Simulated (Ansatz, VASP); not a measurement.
**Two plane-wave programs on Yb**

```
CELL_PARAMETERS angstrom
0.00000 2.70603 2.70603
2.70603 0.00000 2.70603
2.70603 2.70603 0.00000
ATOMIC_POSITIONS crystal
Yb 0.00000 0.00000 0.00000
```

Change from the starting cell: volume scaled by 0.96.

Alike in both runs: task single point; functional PBE; k mesh 8 × 8 × 8; occupations fermi-dirac, width 0.05 eV; collinear spin, ferromagnetic start.

```csv
,VASP,Ansatz
version,VASP 6.6.1,Ansatz 0.2.0
potentials or method,"VASP PAW PBE potentials, release 64 (Yb)",Ansatz PAW
plane-wave cutoff (eV),520,420
valence electrons in the cell,24,24
```

|  | VASP | Ansatz | Ansatz less VASP |
| --- | --- | --- | --- |
| gap on the k mesh at the Fermi level (eV) | none | none | - |
| pressure (GPa) | -2.1 | -1.7 | +0.47 |
| net moment per atom (μB) | 0.00 | 0.00 | 0.000 |

A gap of «none» marks a metal or a gap that the smearing closes. With one functional, cell and mesh, what is left measures potentials, basis and numerics.

Caveats: spin-orbit coupling is left out, which moves the levels of the heavy elements; the starting moments weren't kept (Ansatz). The state reached can hang on the start; a lower one may exist.
